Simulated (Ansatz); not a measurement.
Crystal: Ca.

```
Ca
1.0
     3.98000    0.00000    0.00000
    -1.99000    3.44678    0.00000
     0.00000    0.00000    6.52000
Ca
2
Direct
  0.66667 0.33333 0.75000
  0.33333 0.66667 0.25000
```

This isn't the form of Ca at room conditions, which is fcc.

| Quantity | Value |
| --- | --- |
| Program | Ansatz 0.2.0 |
| Task | relaxation of cell and atoms |
| Functional | PBE |
| Dispersion | D3(BJ) |
| Potentials or basis | Ansatz PAW |
| Cutoff | 420 eV (not typed: the program's choice for these potentials) |
| k mesh | 8 × 8 × 4 |
| Occupations | fermi-dirac, width 0.05 eV |
| Spin | no spin polarisation |

At the start: volume 44.72 Å³/atom.

**Question.** How do energy, volume and symmetry change on relaxing?

**Answer.** It ends after 5 steps and the volume is 40.41 Å³/atom (-9.6 %); space group P6_3/mmc (No. 194, to 0.05 Å).

Step by step:
| step | energy change (eV) | largest force (eV/Å) | volume (Å³) |
| --- | --- | --- | --- |
| 1 | 0.0000 | 0.0000 | 89.44 |
| 2 | -0.0324 | 0.0000 | 85.47 |
| 3 | -0.0473 | 0.0000 | 80.12 |
| 4 | -0.0475 | 0.0000 | 80.82 |
| 5 | -0.0472 | 0.0000 | 80.82 |

Final structure:
```xyz
2
Lattice="3.8331 0.0000 0.0000 -1.9166 3.3196 0.0000 0.0000 0.0000 6.3514" Properties=species:S:1:pos:R:3 pbc="T T T"
Ca    1.9166    1.1065    4.7636
Ca    0.0000    2.2131    1.5879
```

Caveat: the plane-wave basis is chosen anew once the cell has moved, so the energies of steps on either side of that aren't comparable; pairwise dispersion overbinds metals, which lowers pressure and volume.
